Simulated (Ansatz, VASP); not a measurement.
## Two plane-wave programs on V

Contents of INCAR:

```
SYSTEM = V
ALGO = Normal
EDIFF = 1E-6
EDIFFG = -0.005
ENCUT = 600
GGA = PE
IBRION = 2
ISIF = 3
ISMEAR = 0
LASPH = .True.
LCHARG = .False.
LREAL = .False.
LWAVE = .False.
NELM = 60
NSW = 100
PREC = Accurate
SIGMA = 0.1
```

Contents of KPOINTS:

```
k-points
0
Gamma
  20 20 20
  0 0 0
```

File POSCAR:

```
V
1.0
   -1.5130000000      1.5130000000      1.5130000000
    1.5130000000     -1.5130000000      1.5130000000
    1.5130000000      1.5130000000     -1.5130000000
V
1
Direct
    0.0000000000      0.0000000000      0.0000000000
```

Input for Ansatz:

```yaml
crystal:
  lattice:
    - [-1.513, 1.513, 1.513]
    - [1.513, -1.513, 1.513]
    - [1.513, 1.513, -1.513]
  atoms:
    - { symbol: V, position: [0.0, 0.0, 0.0] }
basis:
  ecutwfc: 420
kpoints:
  mp_grid: { grid: [20, 20, 20] }
hamiltonian:
  xc: pbe
scf:
  occupations: { method: gaussian, width: 0.1 }
output:
  forces: true
  stress: true
  eigenvalues: true
relax:
  adjacent_minimum: "off"
  f_tol: 0.005
  max_steps: 80
  cell: { stress_tol: 0.05 }
```

Alike in both runs: task relaxation of cell and atoms; functional PBE; k mesh 20 × 20 × 20; occupations gaussian, width 0.1 eV; no spin polarisation.

```csv
,VASP,Ansatz
version,VASP 6.6.1,Ansatz 0.2.0
potentials or method,"VASP PAW PBE potentials, release 64 (V_sv)","scalar-relativistic, plane waves, PAW"
plane-wave cutoff (eV),600,420
valence electrons in the cell,13,13
```

Ansatz gave:

| Quantity | Value |
| --- | --- |
| gap on the k mesh at the Fermi level, each at its own relaxed structure (eV) | none |
| relaxed volume (Å³/atom) | 13.46 |
| relaxed cell length with the largest relative difference (Å) | 2.596 |
| energy change over the relaxation (meV/atom) | -6 |

Which values does VASP return?

gap on the k mesh at the Fermi level, each at its own relaxed structure (eV): none; relaxed volume (Å³/atom): 13.47; relaxed cell length with the largest relative difference (Å): 2.596; energy change over the relaxation (meV/atom): -6.

A gap of «none» marks a metal or a gap that the smearing closes.
